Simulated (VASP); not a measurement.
Wanted: the native input for a VASP 6.6.1 run.

- Task: relaxation of cell and atoms
- Functional: PBE
- Dispersion: D3(BJ)
- Potentials or basis: VASP PAW PBE potentials, release 64 (Ga_d, S)
- Cutoff: 600 eV
- k mesh: 9 × 9 × 2
- Occupations: gaussian, width 0.03 eV
- Spin: no spin polarisation
- Further INCAR settings: ALGO = Normal; EDIFF = 1e-06; IBRION = 2; EDIFFG = -0.01; NSW = 90; ISIF = 3

The structure of GaS lies in POSCAR:

```
GaS
1.0
    3.5850000000      0.0000000000      0.0000000000
   -1.7925000000      3.1047010726      0.0000000000
    0.0000000000      0.0000000000     15.5000000000
Ga S
4 4
Direct
    0.3333333333      0.6666666667      0.1700000000
    0.6666666667      0.3333333333      0.6700000000
    0.3333333333      0.6666666667      0.3300000000
    0.6666666667      0.3333333333      0.8300000000
    0.3333333333      0.6666666667      0.6000000000
    0.6666666667      0.3333333333      0.1000000000
    0.3333333333      0.6666666667      0.9000000000
    0.6666666667      0.3333333333      0.4000000000
```

One way to write it, as run:

INCAR

```
PREC     = Accurate       # precision mode
ENCUT    = 600            # plane-wave cutoff, eV
EDIFF    = 1E-6           # SCF threshold, eV
ISMEAR   = 0              # smearing method
SIGMA    = 0.03           # smearing width, eV
LREAL    = F              # projectors in reciprocal space
LASPH    = T              # aspherical terms in the spheres
NELM     = 80             # most SCF steps
ALGO     = Normal         # electronic algorithm
ISIF     = 3              # what is computed and relaxed
LWAVE    = F              # write WAVECAR
LCHARG   = F              # write CHGCAR
GGA      = PE             # functional
IVDW     = 12             # dispersion correction
IBRION   = 2              # ionic algorithm
NSW      = 90             # ionic steps
EDIFFG   = -0.01          # ionic threshold
KPAR     = 2
```

KPOINTS

```
Automatic mesh
0
Gamma
  9 9 2
```

Potentials or basis: VASP PAW PBE potentials, release 64 (Ga_d, S).

Command:

```sh
$ cat potpaw_PBE.64/Ga_d/POTCAR potpaw_PBE.64/S/POTCAR > POTCAR
$ mpirun -np 2 vasp_std > vasp.out
```

Results of the run:

```json
{
 "Relaxed volume": "21.49 Å³/atom",
 "Relaxed cell": "a = 3.588 Å, b = 3.588 Å, c = 15.423 Å, α = 90.00°, β = 90.00°, γ = 120.00°",
 "Space group after relaxing (to 0.05 Å)": "P6_3/mmc (No. 194)",
 "Energy gained by relaxing": "0.9 meV/atom",
 "Ionic steps": "5",
 "Pressure after relaxing": "0.0 GPa",
 "Largest force after relaxing": "0.007 eV/Å",
 "Band gap on the k mesh": "1.57 eV, indirect (least direct gap 1.67 eV)",
 "Dispersion energy per atom": "-0.274 eV"
}
```

Caveat: an odd mesh through Γ misses points on the zone boundary, where band edges often lie.

It took 3.8 min on 2 MPI ranks on Intel(R) Xeon(R) 6975P-C (Granite Rapids) (shared host), peak memory 0.45 GiB a rank.
